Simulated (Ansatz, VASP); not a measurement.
# PtS2: VASP beside Ansatz

```
Pt S
1.0
     3.54320    0.00000    0.00000
    -1.77160    3.06850    0.00000
     0.00000    0.00000    5.03880
Pt S
1 2
Cartesian
  0.0000 0.0000 0.0000
  1.7716 1.0228 3.8950
  0.0000 2.0457 1.1438
```

Alike in both runs: task Born charges and dielectric tensor; functional PBE; k mesh 9 × 9 × 5; no spin polarisation.

|  | VASP | Ansatz |
| --- | --- | --- |
| version | VASP 6.6.1 | Ansatz 0.2.0 |
| potentials or method | VASP PAW PBE potentials, release 64 (Pt, S) | Ansatz PAW |
| plane-wave cutoff (eV) | 520 | 420 |
| occupations | fermi-dirac, width 0.05 eV | fixed |
| valence electrons in the cell | 22 | 30 |

VASP gave:

- gap on the k mesh at the Fermi level (eV): 1.03
- least direct gap on the mesh (eV): 1.08
- mean electronic dielectric constant: 15.29
- mean Born charge of the atom that differs most (e): 1.75

Question: Estimate Ansatz's values.

Answer: gap on the k mesh at the Fermi level (eV): 1.02; least direct gap on the mesh (eV): 1.07; mean electronic dielectric constant: 15.34; mean Born charge of the atom that differs most (e): 1.73.

The two sets of potentials don't hold the same shells in valence.

Caveats: spin-orbit coupling is left out, which moves the levels of the heavy elements; an odd mesh through Γ misses points on the zone boundary, where band edges often lie (VASP); odd divisions of the mesh miss points on the zone boundary, where band edges often lie, so the gap on the mesh can be too wide (Ansatz).
